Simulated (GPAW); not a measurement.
The system is InPd.

```
CELL_PARAMETERS angstrom
0.00000 2.74607 2.74607
2.74607 0.00000 2.74607
2.74607 2.74607 0.00000
ATOMIC_POSITIONS crystal
In 0.00000 0.00000 0.00000
Pd 0.50000 0.50000 0.50000
```

The cell was built by a generator and needn't be a form met in nature.

Base run:

* Program: GPAW 26.7.0
* Functional: revPBE
* Potentials or basis: the program's PAW data sets (release 1.2.1) made for this functional
* Cutoff: 600 eV
* Basis: pw
* k mesh: 8 × 8 × 8
* Occupations: fermi-dirac, width 0.05 eV
* Spin: no spin polarisation

Its results: band gap on the k mesh none (metal or under the smearing width); pressure 1.8 GPa.

Problem. After a change of settings the same cell gave: band gap on the k mesh none (metal or under the smearing width); pressure -8.5 GPa. Which change was it?
A. functional from revPBE to PW91; potentials or basis from the program's PAW data sets (release 1.2.1) made for this functional to PAW data sets generated in the run's folder for this functional
B. functional from revPBE to TPSS; potentials or basis from the program's PAW data sets (release 1.2.1) made for this functional to GPAW PAW data sets (gpaw-data 1.2.1)
C. functional from revPBE to r2SCAN; potentials or basis from the program's PAW data sets (release 1.2.1) made for this functional to GPAW PAW data sets (gpaw-data 1.2.1)
D. functional from revPBE to LDA

Solution. D.

LDA binds more tightly than revPBE, so the same cell stands under less pressure.

Runs at the PBE level aren't shown here.
